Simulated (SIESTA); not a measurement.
**CsSnI3 under changes of volume**

One of the cells (47.797 Å³/atom); the others are scaled copies at fixed shape and fractional positions:

```xyz
5
Lattice="6.2057 0.0000 0.0000 0.0000 6.2057 0.0000 0.0000 0.0000 6.2057" Properties=species:S:1:pos:R:3 pbc="T T T"
Cs    0.0000    0.0000    0.0000
I     3.1029    3.1029    0.0000
I     3.1029    0.0000    3.1029
I     0.0000    3.1029    3.1029
Sn    3.1029    3.1029    3.1029
```

| Property | Result |
| --- | --- |
| Program | SIESTA 5.4.2 |
| Functional | LDA |
| Potentials or basis | PseudoDojo 0.4 standard (LDA files) |
| Basis | DZP (energy shift 0.003 Ry; two zetas on semicore shells; d shell added on Cs) |
| Grid cutoff | 500 Ry |
| Energy shift | 0.003 Ry |
| k mesh | 4 × 4 × 4 |
| Occupations | fermi-dirac, width 0.05 eV |
| Spin | no spin polarisation |

| volume (Å³/atom) | energy over the lowest point (meV/atom) | pressure (GPa) | gap on the mesh (eV) |
| --- | --- | --- | --- |
| 44.929 | 0.00 | 0.0 | none |
| 45.885 | 1.48 | -0.4 | none |
| 46.841 | 5.14 | -0.8 | 0.16 |
| 47.797 | 10.88 | -1.1 | 0.25 |
| 48.753 | 18.55 | -1.4 | 0.34 |
| 49.709 | 27.94 | -1.7 | 0.42 |
| 50.665 | ? | ? | ? |

What does the run at 50.665 Å³/atom give?

Energy over the lowest point 38.88 meV/atom; pressure -2.0 GPa; gap on the mesh 0.49 eV.

Worked out: A Birch-Murnaghan fit of order 3 (a polynomial in V^(-2/3)) to the other rows has its minimum at 44.81 Å³/atom, just outside them, with B0 = V·E''(V) = 19.0 GPa (rough, since the energies scatter). It gives 38.99 meV/atom at 50.665 Å³/atom, against the run's 38.88, and -dE/dV = -2.0 GPa, against -2.0.

Energies are extrapolated to zero smearing.

Caveats: the cell was measured hot, at 500 K; the basis of atomic orbitals isn't converged, which shifts pressures, moduli and gaps; spin-orbit coupling is left out, which moves the levels of the heavy elements (some runs).

A mesh can miss the band edges.

A gap of «none» marks a metal or a gap under the smearing width.
